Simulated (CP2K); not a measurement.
Runs of CP2K 2026.2 on MgO. Symmetry: Fm-3m, No. 225, cubic system. The conventional cell has a = 4.194 Å, b = 4.194 Å, c = 4.194 Å, α = 90.00°, β = 90.00°, γ = 90.00°. Around Mg (site symmetry m-3m) lie 6 O at 2.10 Å. O (site symmetry m-3m) has 6 Mg at 2.10 Å as nearest neighbours. The cell is a database's computed one.

| task | level | potentials or basis | smearing | EPS_DEFAULT | NGRIDS | points a segment of the path (NPOINTS) | bands added on the path | gap on the mesh (eV) | pressure (GPa) | V0 of scaled cells (Å³/atom) | B0 (GPa) |
| --- | --- | --- | --- | --- | --- | --- | --- | --- | --- | --- | --- |
| equation of state | PBEsol | POTENTIAL_UZH Mg GTH-PBE-q10, O GTH-PBE-q6; TZVP-MOLOPT-PBE-GTH basis | fermi-dirac 0.0259 eV | 1.0E-9 | 4 | - | - | - | - | (a) | 156 |
| equation of state | LDA | GTH_POTENTIALS Mg GTH-PADE-q10, O GTH-PADE-q6; TZVP-MOLOPT-PBE-GTH basis | fermi-dirac 0.05 eV | 1.0E-9 | 4 | - | - | - | - | 9.24 | (b) |
| band structure | TB-mBJ | POTENTIAL_UZH Mg GTH-PBE-q10, O GTH-PBE-q6; TZVP-MOLOPT-PBE-GTH basis | fermi-dirac 0.05 eV | 1.0E-10 | 5 | 8 | 6 | 5.42 | - | - | - |
| band structure | r2SCAN | POTENTIAL_UZH Mg GTH-SCAN-q10, O GTH-SCAN-q6; TZVP-MOLOPT-SCAN-GTH basis | fermi-dirac 0.05 eV | 1.0E-9 | 5 | 10 | 6 | 5.75 | 4.7 | - | - |
| band structure | PBE | POTENTIAL_UZH Mg GTH-PBE-q10, O GTH-PBE-q6; TZVP-MOLOPT-PBE-GTH basis | fermi-dirac 0.05 eV | 1.0E-9 | 5 | 8 | 4 | 4.82 | 10.9 | - | - |

Alike in all rows: no spin polarisation; cell as given; k mesh 11 × 11 × 11.

Problem. Estimate the missing entries.

Solution. (a) 9.61; (b) 171.

Caveats: the basis of atomic orbitals isn't converged, which shifts pressures, moduli and gaps; the potentials were made for another functional, which shifts forces and pressure (some runs); this is a model potential without an energy functional, so only levels have meaning (some runs).

A k mesh can miss the band edges.

Not every run made on this cell is shown here.
